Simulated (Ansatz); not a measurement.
A strain series on ZnSe (F-43m): uniaxial along x, other directions held

A 2-atom cell of ZnSe started from a crystallographic database, relaxed with r2SCAN in Ansatz 0.2.0, then strained (uniaxial along x, other directions held; changes of length per length, axes as in the cell below) with the atoms relaxed again within the symmetry that is left. The symmetry is F-43m (No. 216, cubic); conventional cell a = 5.665 Å, 22.72 Å³ an atom. Zn is surrounded by 4 Se at 2.45 Å; Se is surrounded by 4 Zn at 2.45 Å. (Simulation; spin polarisation is off.)

```
CELL_PARAMETERS angstrom
0.00000 2.83242 2.83242
2.83242 0.00000 2.83242
2.83242 2.83242 0.00000
ATOMIC_POSITIONS crystal
Zn 0.00000 0.00000 0.00000
Se 0.25000 0.25000 0.25000
```

Gaps are the least over each mesh (PBE 8×8×8, r2SCAN 8×8×8, HSE06 6×6×6 when unstrained) and the special points, which keep their unstrained names; stress is the change from the unstrained cell, compression positive.

```
strain (%)  gap, PBE (eV)  gap, r2SCAN (eV)  gap, HSE06 (eV)  edges, HSE06  stress along the strain, r2SCAN (GPa)  energy rise, r2SCAN (meV/atom)
     -1.57          1.319             1.898            2.453             Γ                                  +1.44                             1.6
       0.0          1.294             1.869            2.422             Γ                                   0.00                             0.0
     +2.31          1.172             1.741            2.287             Γ                                  -2.03                             3.3
     +2.49          1.163             1.730            2.276             Γ                                  -2.18                             3.8
```

**Question.** Estimate the row for a strain of +2.36 %.

**Answer.**
```
strain (%)  gap, PBE (eV)  gap, r2SCAN (eV)  gap, HSE06 (eV)  edges, HSE06  stress along the strain, r2SCAN (GPa)  energy rise, r2SCAN (meV/atom)
     +2.36          1.170             1.738            2.284             Γ                                  -2.07                             3.4
```

Between zero and the nearest strains the slope of the HSE06 gap against strain is -0.020 eV per percent for negative and -0.058 for positive strain.

Spin-orbit coupling is left out.

The meshes of the hybrids are coarse, so their gaps aren't converged to the digits shown.
